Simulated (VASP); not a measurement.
# BaS (I4/mmm) in VASP: further runs

Aim: see how the results for BaS move with the level of theory and the settings. Levels: PBE, r2SCAN. Tasks: single point.

Program: VASP 6.6.1. These are calculated values, not measurements. Logs are shortened: lines on timing, memory, paths and dates and some standing lists are left out, and cuts for length are marked.

### 1 The cell of the first run

The structure is tetragonal, space group I4/mmm (No. 139). The conventional cell has a = 4.542 Å, b = 4.542 Å, c = 6.588 Å, α = 90.00°, β = 90.00°, γ = 90.00°. Around Ba (site symmetry 4/mmm) lie 6 S at 3.21 to 3.29 Å. Around S (site symmetry 4/mmm) lie 6 Ba at 3.21 to 3.29 Å.

The cell was built by a generator and needn't be a form met in nature.

### 2 Single point, PBE (uniaxial_z strain +2.6%)

Contents of INCAR:

```
  PREC = Accurate
  ENCUT = 520
  EDIFF = 1E-6
  ISMEAR = -1
  SIGMA = 0.02
  LREAL = False
  LASPH = True
  NELM = 100
  ALGO = Fast
  ISIF = 2
  LWAVE = False
  LCHARG = True
  GGA = PE
  LELF = True
  LVHAR = True
  NBANDS = 15
```

Contents of KPOINTS:

```
Automatic mesh
0
Gamma
  8 8 8
```

Contents of POSCAR:

```
BaS
1.0
    0.0000000000      3.2117958745      3.2940178489
    3.2117958745      0.0000000000      3.2940178489
    3.2117958745      3.2117958745      0.0000000000
Ba S
1 1
Direct
    0.0000000000      0.0000000000      0.0000000000
    0.5000000000      0.5000000000      0.5000000000
```

Potentials or basis: VASP PAW PBE potentials, release 64 (Ba_sv, S).

On the command line:

```sh
> cat potpaw_PBE.64/Ba_sv/POTCAR potpaw_PBE.64/S/POTCAR > POTCAR
> mpirun -np 1 vasp_std > vasp.out
```

OUTCAR:

```text
PREC = Accurate
   ENCUT = 520
   EDIFF = 1E-6
   ISMEAR = -1
   LREAL = False
   LASPH = True
   NELM = 100
   ISIF = 2
   GGA = PE

 ion  position               nearest neighbor table
   1  0.000  0.000  0.000-   2 3.21   2 3.21   2 3.21   2 3.21   2 3.29   2 3.29
   2  0.500  0.500  0.500-   1 3.21   1 3.21   1 3.21   1 3.21   1 3.29   1 3.29

  LATTYP: Found a body centered tetragonal cell.
 ALAT       =     4.5421652853
 C/A-ratio  =     1.4504174296

  Lattice vectors:

 A1 = (  -3.2117958745,   0.0000000000,   3.2940178489)
 A2 = (   3.2117958745,   0.0000000000,   3.2940178489)
 A3 = (   0.0000000000,   3.2117958745,  -3.2940178489)

Analysis of symmetry for initial positions (statically):
=====================================================================
 Subroutine PRICEL returns:
 Original cell was already a primitive cell.

 Routine SETGRP: Setting up the symmetry group for a
 body centered tetragonal supercell.

 Subroutine GETGRP returns: Found 16 space group operations
 (whereof 16 operations were pure point group operations)
 out of a pool of 16 trial point group operations.

The static configuration has the point symmetry D_4h.

Analysis of symmetry for dynamics (positions and initial velocities):
=====================================================================
 Subroutine PRICEL returns:
 Original cell was already a primitive cell.

 Routine SETGRP: Setting up the symmetry group for a
 body centered tetragonal supercell.

 Subroutine GETGRP returns: Found 16 space group operations
 (whereof 16 operations were pure point group operations)
 out of a pool of 16 trial point group operations.

The dynamic configuration has the point symmetry D_4h.

 Subroutine INISYM returns: Found 16 space group operations
 (whereof 16 operations are pure point group operations),
 and found     1 'primitive' translations

----------------------------------------------------------------------------------------

                                     Primitive cell

  volume of cell :      67.9598

  direct lattice vectors                    reciprocal lattice vectors
     0.000000000  3.211795874  3.294017849    -0.155676145  0.155676145  0.151790313
     3.211795874  0.000000000  3.294017849     0.155676145 -0.155676145  0.151790313
     3.211795874  3.211795874  0.000000000     0.155676145  0.155676145 -0.151790313

  length of vectors
     4.600672378  4.600672378  4.542165285     0.267414329  0.267414329  0.267414329

  position of ions in fractional coordinates (direct lattice)
     0.000000000  0.000000000  0.000000000
     0.500000000  0.500000000  0.500000000

  ion indices of the primitive-cell ions
   primitive index   ion index
                 1           1
                 2           2

----------------------------------------------------------------------------------------

 KPOINTS: Automatic mesh

Automatic generation of k-mesh.
 Grid dimensions read from file:
 generate k-points for:    8    8    8

 Generating k-lattice:

  Cartesian coordinates                     Fractional coordinates (reciprocal lattice)
    -0.019459518  0.019459518  0.018973789     0.125000000  0.000000000  0.000000000
     0.019459518 -0.019459518  0.018973789     0.000000000  0.125000000  0.000000000
     0.019459518  0.019459518 -0.018973789     0.000000000  0.000000000  0.125000000

  Length of vectors
     0.033426791  0.033426791  0.033426791

  Shift w.r.t. Gamma in fractional coordinates (k-lattice)
     0.000000000  0.000000000  0.000000000

 Subroutine IBZKPT returns following result:
 ===========================================

 Found     59 irreducible k-points:

 Following reciprocal coordinates:
            Coordinates               Weight
  0.000000  0.000000  0.000000      1.000000
  0.125000 -0.000000  0.000000      8.000000
  0.250000 -0.000000  0.000000      8.000000
  0.375000 -0.000000  0.000000      8.000000
  0.500000 -0.000000  0.000000      4.000000
  0.125000  0.125000  0.000000      2.000000
[... 16 lines left out ...]
  0.250000 -0.000000  0.125000     16.000000
  0.375000 -0.000000  0.125000     16.000000
 [... further k-points ...]
   k-points           NKPTS =     59   k-points in BZ     NKDIM =     59   number of bands    NBANDS=     15
   number of dos      NEDOS =    301   number of ions     NIONS =      2
   total plane-waves  NPLWV =  46656
   dimension x,y,z NGX =    36 NGY =   36 NGZ =   36
   dimension x,y,z NGXF=    72 NGYF=   72 NGZF=   72
   ions per type =               1   1
   NGX,Y,Z   is equivalent  to a cutoff of  13.01, 13.01, 13.18 a.u.
   NGXF,Y,Z  is equivalent  to a cutoff of  26.02, 26.02, 26.35 a.u.
 SYSTEM =  unknown system
   PREC   = accura    normal or accurate (medium, high low for compatibility)
   ISTART =      0    job   : 0-new  1-cont  2-samecut
   ICHARG =      2    charge: 1-file 2-atom 10-const
   ISPIN  =      1    spin polarized calculation?
   LNONCOLLINEAR =      F non collinear calculations
   LSORBIT =      F    spin-orbit coupling
   LASPH  =      T    aspherical Exc in radial PAW
   ENCUT  =  520.0 eV  38.22 Ry    6.18 a.u.   8.55  8.55  8.45*2*pi/ulx,y,z
   NELM   =    100;   NELMIN=  2; NELMDL= -5     # of ELM steps
   EDIFF  = 0.1E-05   stopping-criterion for ELM
   LREAL  =      F    real-space projection
   EDIFFG = 0.1E-04   stopping-criterion for IOM
   NSW    =      0    number of steps for IOM
   IBRION =     -1    ionic relax: 0-MD 1-quasi-New 2-CG
   NFREE  =      0    steps in history (QN), initial steepest desc. (CG)
   ISIF   =      2    stress and relaxation
   ISYM   =      2    0-nonsym 1-usesym 2-fastsym
   POTIM  = 0.5000    time-step for ionic-motion
   TEBEG  =    0.0;   TEEND  =   0.0 temperature during run
   PSTRESS=    0.0 pullay stress
   NELECT =      16.0000    total number of electrons
   NUPDOWN=      -1.0000    fix difference up-down
   EMIN   =  10.00;   EMAX   =-10.00  energy-range for DOS
   EFERMI =   0.00;   METHOD = LEGACY
   ISMEAR =    -1;   SIGMA  =   0.02  broadening in eV -4-tet -1-fermi 0-gaus
   EFERMI_NEDOS =   21; number of points for ismear=-14 and -15
   IALGO  =     68    algorithm
   IMIX   =      4    mixing-type and parameters
     AMIX     =   0.40;   BMIX     =  1.00
     AMIX_MAG =   1.60;   BMIX_MAG =  1.00
  volume/ion in A,a.u.               =      33.98       229.31
  Fermi-wavevector in a.u.,A,eV,Ry     =   1.010875  1.910277 13.903368  1.021869
  Thomas-Fermi vector in A             =   2.143891
   LORBIT       =      0    0 simple, 1 ext, 2 COOP (PROOUT), +10 PAW based schemes
   GGA     = PE    functional components
   LHFCALC =     F    Hartree Fock is set to
   AEXX    =    0.0000 exact exchange contribution
   IVDW    =     0    specifies the selected vdW correction
   LEPSILON=     F    determine dielectric tensor
   LRPA    =     F    only Hartree local field effects (RPA)
 non-spin polarized calculation
 RMM-DIIS sequential band-by-band and
  energy-cutoff  :      520.00
  volume of cell :       67.96
 maximum number of plane-waves:      1849
 NGX is ok and might be reduce to    36
   NGX = 17   NGY = 17   NGZ = 17

 number of electron      16.0000001 magnetization

 Free energy of the ion-electron system (eV)
  ---------------------------------------------------
  ext. energy  EPLUGINS =         0.00000000
  ---------------------------------------------------
  free energy    TOTEN  =       -10.18732229 eV

  energy without entropy =      -10.18732229  energy(sigma->0) =      -10.18732229

 E-fermi :   1.6514     XC(G=0):  -8.4508

 val. band max:        1.2639628568   @ k =   0.0000   0.0000   0.0000
 cond. band min:       3.4102792495   @ k =   0.5000   0.0000   0.5000
 fundamental gap:      2.1463163927
 Fermi energy:         1.6513725736

 k-point     1 :       0.0000    0.0000    0.0000
  band No.  band energies     occupation
      1     -24.9688      2.00000
      2     -10.0330      2.00000
      3     -10.0272      2.00000
      4     -10.0272      2.00000
      5      -9.0574      2.00000
      6       1.1972      2.00000
      7       1.2640      2.00000
      8       1.2640      2.00000
      9       4.6147      0.00000
     10       4.9891      0.00000
     11       5.1580      0.00000
     12       5.1580      0.00000
     13       5.9412      0.00000
     14       6.0524      0.00000
     15       9.9035      0.00000

 k-point     2 :       0.1250   -0.0000    0.0000
  band No.  band energies     occupation
      1     -24.9635      2.00000
      2     -10.2610      2.00000
      3     -10.0381      2.00000
      4     -10.0307      2.00000
      5      -8.8114      2.00000
      6       0.8466      2.00000
      7       1.0347      2.00000
      8       1.0645      2.00000
      9       5.0250      0.00000
     10       5.2258      0.00000
     11       5.3173      0.00000
     12       5.3725      0.00000
     13       6.3601      0.00000
     14       6.4889      0.00000
     15      10.4963      0.00000

 k-point     3 :       0.2500   -0.0000    0.0000
  band No.  band energies     occupation
      1     -24.9508      2.00000
      2     -10.6284      2.00000
      3     -10.0542      2.00000
      4     -10.0390      2.00000
      5      -8.4090      2.00000
      6       0.1430      2.00000
      7       0.6569      2.00000
      8       0.6662      2.00000
      9       5.3019      0.00000
     10       5.9154      0.00000
     11       5.9727      0.00000
     12       6.3472      0.00000
     13       7.4113      0.00000
     14       7.5837      0.00000
     15      11.5999      0.00000
[... 343 lines left out ...]
 k-point    23 :       0.2500   -0.0000    0.1250
  band No.  band energies     occupation
      1     -24.9512      2.00000
      2     -10.5395      2.00000
      3     -10.0788      2.00000
      4     -10.0643      2.00000
      5      -8.4909      2.00000
      6       0.1125      2.00000
      7       0.8530      2.00000
      8       0.9457      2.00000
      9       4.6836      0.00000
     10       5.6901      0.00000
     11       6.1581      0.00000
     12       6.2938      0.00000
     13       6.6589      0.00000
     14       8.3142      0.00000
     15      11.7166      0.00000

 k-point    24 :       0.3750   -0.0000    0.1250
  band No.  band energies     occupation
      1     -24.9385      2.00000
      2     -10.7898      2.00000
      3     -10.0946      2.00000
      4     -10.0773      2.00000
      5      -8.2415      2.00000
      6      -0.2194      2.00000
      7       0.4552      2.00000
      8       0.6004      2.00000
      9       5.0640      0.00000
     10       6.7663      0.00000
     11       6.8966      0.00000
     12       7.1040      0.00000
     13       7.7479      0.00000
     14       9.2083      0.00000
     15      11.1540      0.00000

 [... further k-points ...]
[... 5 lines left out ...]
  --------------------------------------------------------------------------------------
  -------------------------------------------------------------------------------------
  Total        0.0964615      0.0964615     -0.6199896      0.0000000      0.0000000     -0.0000000
  in kB        2.2741163      2.2741163    -14.6164932      0.0000000      0.0000000     -0.0000000
  external PRESSURE =      -3.3560869 kB  Pullay stress =       0.0000000 kB

 VOLUME and BASIS-vectors are now :
 -----------------------------------------------------------------------------
  energy-cutoff  :      520.00
  volume of cell :       67.96
      direct lattice vectors                 reciprocal lattice vectors
     0.000000000  3.211795874  3.294017849    -0.155676145  0.155676145  0.151790313
     3.211795874  0.000000000  3.294017849     0.155676145 -0.155676145  0.151790313
     3.211795874  3.211795874  0.000000000     0.155676145  0.155676145 -0.151790313

 POSITION                                       TOTAL-FORCE (eV/Angst)
 -----------------------------------------------------------------------------------
      0.00000      0.00000      0.00000         0.000000      0.000000     -0.000000
      3.21180      3.21180      3.29402         0.000000      0.000000      0.000000
 -----------------------------------------------------------------------------------
    total drift:                                0.000000      0.000000      0.000000

  FREE ENERGIE OF THE ION-ELECTRON SYSTEM (eV)
  ---------------------------------------------------
  free  energy   TOTEN  =       -10.1873222877 eV

  energy  without entropy=      -10.1873222877  energy(sigma->0) =      -10.18732229
```

Run time: 57 s. Hardware: 1 thread of Intel Xeon Platinum 8488C (Sapphire Rapids), shared host; peak memory 0.24 GiB.

What came out:

```yaml
Free_energy: -10.1873 eV
Pressure: -0.3 GPa
Band_gap_on_the_k_mesh: 2.15 eV, indirect (least direct gap 2.30 eV)
```

Caveat: spin-orbit coupling is left out, which moves the levels of the heavy elements.

### 3 Single point, r2SCAN (epitaxial_xy strain +1.8%)

Contents of POSCAR:

```
BaS
1.0
    0.0000000000      3.2692870207      3.1925847480
    3.2692870207      0.0000000000      3.1925847480
    3.2692870207      3.2692870207      0.0000000000
Ba S
1 1
Direct
    0.0000000000      0.0000000000      0.0000000000
    0.5000000000      0.5000000000      0.5000000000
```

Contents of INCAR.step1:

```
PREC = Accurate
ENCUT = 520
ISMEAR = 0
SIGMA = 0.01
LREAL = F
LASPH = T
NELM = 100
NBANDS = 15
GGA = PE
ALGO = Normal
EDIFF = 1E-4
LWAVE = T
LCHARG = F
```

Contents of INCAR.step2:

```
PREC = Accurate
ENCUT = 520
EDIFF = 1E-6
ISMEAR = 0
SIGMA = 0.01
LREAL = F
LASPH = T
NELM = 100
ALGO = Normal
ISIF = 2
LWAVE = F
LCHARG = T
METAGGA = R2SCAN
LMIXTAU = T
LELF = T
LVHAR = T
NBANDS = 15
ISTART = 1
```

Contents of KPOINTS:

```
regular mesh
0
Gamma
  8 8 8
```

Potentials or basis: VASP PAW PBE potentials, release 64 (Ba_sv, S).

On the command line:

```sh
> cat potpaw_PBE.64/Ba_sv/POTCAR potpaw_PBE.64/S/POTCAR > POTCAR
> cp INCAR.step1 INCAR
> mpirun -np 1 vasp_std > vasp.out
> cp INCAR.step2 INCAR
> mpirun -np 1 vasp_std > vasp.out
```

It took 3 min on 1 thread of Intel Xeon Platinum 8488C (Sapphire Rapids), shared host; peak memory 0.25 GiB.

It converged, with:

```yaml
Free_energy: -39.1984 eV
Pressure: -0.6 GPa
Band_gap_on_the_k_mesh: 2.47 eV, indirect (least direct gap 2.64 eV)
```

Stress tensor (GPa, compression positive):
```
-1.27  0.00  0.00
 0.00 -1.27  0.00
 0.00  0.00  0.61
```

Levels at points of the mesh, in eV from the valence-band top:
| k point | band 5 | band 6 | band 7 | band 8 | band 9 | band 10 | band 11 | band 12 |
| --- | --- | --- | --- | --- | --- | --- | --- | --- |
| (0.00, 0.00, 0.00) | -10.78 | -0.07 | -0.07 | 0.00 | 3.91 | 4.20 | 4.20 | 4.35 |
| (0.50, 0.00, 0.00) | -9.64 | -1.87 | -1.05 | -1.04 | 5.82 | 5.94 | 6.60 | 6.66 |
| (0.50, 0.50, 0.00) | -10.69 | -0.54 | -0.24 | -0.24 | 2.47 | 6.39 | 6.40 | 7.73 |
| (0.50, 0.00, 0.50) | -10.69 | -0.66 | -0.23 | -0.15 | 2.50 | 6.22 | 6.50 | 7.65 |

Caveat: the PAW data sets were made with another functional, which shifts forces and pressure a little; spin-orbit coupling is left out, which moves the levels of the heavy elements. A k mesh can miss the band edges.
